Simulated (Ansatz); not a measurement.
# MoSe2: the cost of one run

Program: Ansatz 0.2.0. Level of theory: DFT PBE+D3(BJ), scalar-relativistic, plane waves, PAW. These are calculated values, not measurements.

The COD entry's cell or inner coordinates are ideal or old and differ from later refinements, so a difference from it is no clean test against experiment.

1 further run of the same task is left out (set aside as unsound or not needed).

### Step 1. The structure to begin with

The structure is hexagonal, space group P6_3/mmc (No. 194). Conventional cell: a = 3.277 Å, b = 3.277 Å, c = 12.893 Å, α = 90.00°, β = 90.00°, γ = 120.00°. Around Mo (site symmetry -6m2) lie 6 Se at 2.53 Å. Se (site symmetry 3m) is surrounded by 3 Mo at 2.53 Å.

As a file:

```xyz
6
Lattice="3.2767 0.0000 0.0000 -1.6383 2.8377 0.0000 0.0000 0.0000 12.8927" Properties=species:S:1:pos:R:3 pbc="T T T"
Mo    0.0000    1.8918    3.2232
Mo    1.6383    0.9459    9.6695
Se    0.0000    1.8918    7.9951
Se    1.6383    0.9459    1.5487
Se    0.0000    1.8918   11.3440
Se    1.6383    0.9459    4.8976
```

It is the result of an earlier relaxation at this level (volume 19.98 Å³/atom; gap on the mesh: 0.84 eV).

### Step 2. Phonons at the zone centre

Input file input.yaml:

```yaml
crystal:
  lattice:
    - [3.2766750867, 0.0, 0.0]
    - [-1.6383375433, 2.837683865, 0.0]
    - [0.0, 0.0, 12.8927195494]
  atoms:
    - { symbol: Mo, position: [0.3333333333, 0.6666666667, 0.25] }
    - { symbol: Mo, position: [0.6666666667, 0.3333333333, 0.75] }
    - { symbol: Se, position: [0.3333333333, 0.6666666667, 0.6201240544] }
    - { symbol: Se, position: [0.6666666667, 0.3333333333, 0.1201240544] }
    - { symbol: Se, position: [0.3333333333, 0.6666666667, 0.8798759456] }
    - { symbol: Se, position: [0.6666666667, 0.3333333333, 0.3798759456] }
basis:
  ecutwfc: 420
kpoints:
  mp_grid: { grid: [6, 6, 1] }
hamiltonian:
  xc: pbe
  dispersion: d3bj
scf:
  occupations: { method: fixed }
output:
  eigenvalues: true
phonons:
  method: dfpt
  dielectric: true
  rigid_motions: translations
  eigenvectors: true
```

The run is started by

```
$ ansatz run input.yaml --threads 1 --pin off --max-ram 2560MiB --backend cpu --events-out ev --progress --plain --runs-dir out
```

What time and memory should one allow on 1 thread of Intel Xeon at 2.70GHz, shared host?

About 3.4 min, with a peak of 0.9 GiB.
